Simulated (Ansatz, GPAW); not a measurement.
# Nb: 3 runs at one level of theory

```
Nb
1.0
    -1.66395    1.66395    1.66395
     1.66395   -1.66395    1.66395
     1.66395    1.66395   -1.66395
Nb
1
Direct
  0.00000 0.00000 0.00000
```

Alike in all runs: task single point; functional PBE; k mesh 11 × 11 × 11; occupations gaussian, width 0.02 eV; no spin polarisation; no spin-orbit coupling. Pressure is positive in compression and, in plane waves, holds the error of the finite cutoff, which Ansatz's Pulay term estimates and takes out.

```csv
program and potentials,plane-wave cutoff (eV),notes,pressure (GPa)
"Ansatz, Ansatz PAW",420,Pulay term of +0.03 GPa included,-1.74
"GPAW, GPAW PAW data sets (gpaw-data 1.2.1)",600,-,-2.51
"Ansatz, all-electron LAPW, scalar-relativistic",-,-,-1.74
```

The pressure spans -2.51 (GPAW, GPAW PAW data sets (gpaw-data 1.2.1)) to -1.74 GPa (Ansatz, Ansatz PAW), with all-electron results at -1.74.

The functional is the same throughout but for its coding, so the spread measures potentials, basis and numerics; runs on potential files found faulty are left out.

All three runs put this bcc cell under tension: the pressure is negative, so niobium would contract from this volume at the PBE level. The Ansatz PAW result coincides with the all-electron LAPW value at -1.74 GPa, which supports that PAW potential for the pressure at this volume. GPAW gives a stronger pull inward, -2.51 GPa, and so implies a slightly smaller equilibrium cell, perhaps because of its data set or a remaining basis-set error in the stress.

The disagreement looks larger in pressure than it would in length. Niobium's partly filled 4d band has mainly bonding states occupied, and this strong d bonding, opposed by the repulsion of the sp electrons and the ion cores, makes the metal stiff. A minor shift in the equilibrium lattice constant therefore appears as a sizeable change in pressure at fixed volume. Agreement at a single volume does not establish that the two Ansatz methods would also give the same bulk modulus.
